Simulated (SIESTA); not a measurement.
CsH:

```
Cs H
1.0
     0.00000    3.18800    3.18800
     3.18800    0.00000    3.18800
     3.18800    3.18800    0.00000
Cs H
1 1
Direct
  0.00000 0.00000 0.00000
  0.50000 0.50000 0.50000
```

Base run:

| Item | Value |
| --- | --- |
| Program | SIESTA 5.4.2 |
| Functional | vdW-DF-cx |
| Potentials or basis | PseudoDojo 0.4 standard (PBE files) |
| Basis | DZP (energy shift 0.003 Ry; two zetas on semicore shells; d shell added on Cs) |
| Grid cutoff | 500 Ry |
| Energy shift | 0.003 Ry |
| k mesh | 7 × 7 × 7 |
| Occupations | fermi-dirac, width 0.05 eV |
| Spin | no spin polarisation |

Its results: band gap on the k mesh 2.59 eV, direct; pressure 0.0 GPa.

Q: The run is repeated on the same cell with these changes: functional from vdW-DF-cx to BLYP. What comes out?

A: Band gap on the k mesh 2.69 eV, direct; pressure 1.3 GPa.

Caveats: the potentials were made for another functional, which shifts forces and pressure; spin-orbit coupling is left out, which moves the levels of the heavy elements; the mesh misses the band edges, which the band path finds closer together; the basis of atomic orbitals isn't converged, which shifts pressures, moduli and gaps.
